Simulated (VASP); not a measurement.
Wanted: the native input for a VASP 6.6.1 run.

```
Task                   : relaxation of cell and atoms
Functional             : MS2
Potentials or basis    : VASP PAW PBE potentials, release 64 (Ta_pv, S)
Cutoff                 : 600 eV
k mesh                 : 9 × 9 × 5
Occupations            : fermi-dirac, width 0.05 eV
Spin                   : no spin polarisation
Further INCAR settings : ALGO = Normal; EDIFF = 1e-07; IBRION = 2; EDIFFG = -0.01; NSW = 40; ISIF = 3
```

The structure of TaS2 lies in POSCAR:

```
TaS2
1.0
    3.3500000000      0.0000000000      0.0000000000
   -1.6750000000      2.9011851027      0.0000000000
    0.0000000000      0.0000000000      5.8600000000
Ta S
1 2
Direct
    0.0000000000      0.0000000000      0.0000000000
    0.6666666667      0.3333333333      0.7500000000
    0.3333333333      0.6666666667      0.2500000000
```

One way to write it, as run:

INCAR

```
SYSTEM = TaS2
PREC = Accurate
ENCUT = 600
EDIFF = 1E-7
ISMEAR = -1
SIGMA = 0.05
LREAL = .False.
LASPH = .True.
NELM = 80
ALGO = Normal
ISIF = 3
LWAVE = .False.
LCHARG = .False.
METAGGA = MS2
LMIXTAU = .True.
IBRION = 2
NSW = 40
EDIFFG = -0.01
```

KPOINTS

```
regular mesh
0
Gamma
  9 9 5
  0 0 0
```

Potentials or basis: VASP PAW PBE potentials, release 64 (Ta_pv, S).

Run with:

```console
$ cat potpaw_PBE.64/Ta_pv/POTCAR potpaw_PBE.64/S/POTCAR > POTCAR
$ mpirun -np 1 vasp_std > vasp.out
```

Results of the run:

```yaml
Relaxed_volume: 20.46 Å³/atom
Relaxed_cell: a = 3.348 Å, b = 3.348 Å, c = 6.320 Å, α = 90.00°, β = 90.00°, γ = 120.00°
Space_group_after_relaxing_to_0.05_Å: P-3m1 (No. 164)
Energy_gained_by_relaxing: 29.7 meV/atom
Ionic_steps: 17
Pressure_after_relaxing: 0.1 GPa
Largest_force_after_relaxing: 0.004 eV/Å
Band_gap_on_the_k_mesh: none (metal or under the smearing width)
```

Caveat: the PAW data sets were made with another functional, which shifts forces and pressure a little.

Run time: 20 min on 1 thread of Intel(R) Xeon(R) 6975P-C (Granite Rapids), with other jobs on the host, peak memory 0.26 GiB.
